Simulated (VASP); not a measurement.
Set up this calculation in VASP 6.6.1, as an ASE script.

```yaml
Task: single point
Functional: RPBE
Potentials_or_basis: VASP PAW PBE potentials, release 64 (Pb_d, Te)
Cutoff: 520 eV
k_mesh: 7 × 7 × 7
Occupations: gaussian, width 0.1 eV
Spin: no spin polarisation
Further_INCAR_settings: ALGO = Normal; EDIFF = 1.00e-06; NBANDS = 17
```

The structure of TePb lies in TePb.xyz:

```xyz
2
Lattice="0.0000000000 3.2310000000 3.2310000000 3.2310000000 0.0000000000 3.2310000000 3.2310000000 3.2310000000 0.0000000000" Properties=species:S:1:pos:R:3 pbc="T T T"
Pb     0.0000000000      0.0000000000      0.0000000000
Te     3.2310000000      3.2310000000      3.2310000000
```

One way to write it, as run:

run.py

```python
from ase.calculators.vasp import Vasp
from ase.dft.bandgap import bandgap
from ase.io import read

atoms = read('TePb.xyz')
calc = Vasp(
    directory='calc',
    xc='rpbe',
    pp='PBE',
    setups='materialsproject',
    prec='Accurate',
    encut=520,
    ediff=1e-06,
    ismear=0,
    sigma=0.1,
    lreal=False,
    lasph=True,
    nelm=100,
    algo='Normal',
    isif=2,
    lwave=False,
    lcharg=True,
    lelf=True,
    lvhar=True,
    kpts=[7, 7, 7],
    gamma=True,
    nbands=17,
)
atoms.calc = calc

print('energy (eV):', atoms.get_potential_energy())
print('free energy (eV):', atoms.get_potential_energy(force_consistent=True))
print('forces (eV/A):')
print(atoms.get_forces())
print('stress (eV/A^3, Voigt):', atoms.get_stress())
print('Fermi level (eV):', calc.get_fermi_level())
gap, top, bottom = bandgap(calc)
print('band gap (eV):', gap, 'from (spin, k, band)', top, 'to', bottom)
```

Potentials or basis: VASP PAW PBE potentials, release 64 (Pb_d, Te).

The run is started by

```sh
$ python run.py
```

It gave:

```
Pressure : 3.6 GPa
```

Caveat: this odd mesh misses L, where the gap lies, so gap, dielectric constants and Born charges aren't listed; the PAW data sets were made with another functional, which shifts forces and pressure a little.

It took 34 s on 1 thread of Intel(R) Xeon(R) Platinum 8488C (Sapphire Rapids), with other jobs on the host, peak memory 0.2 GiB.
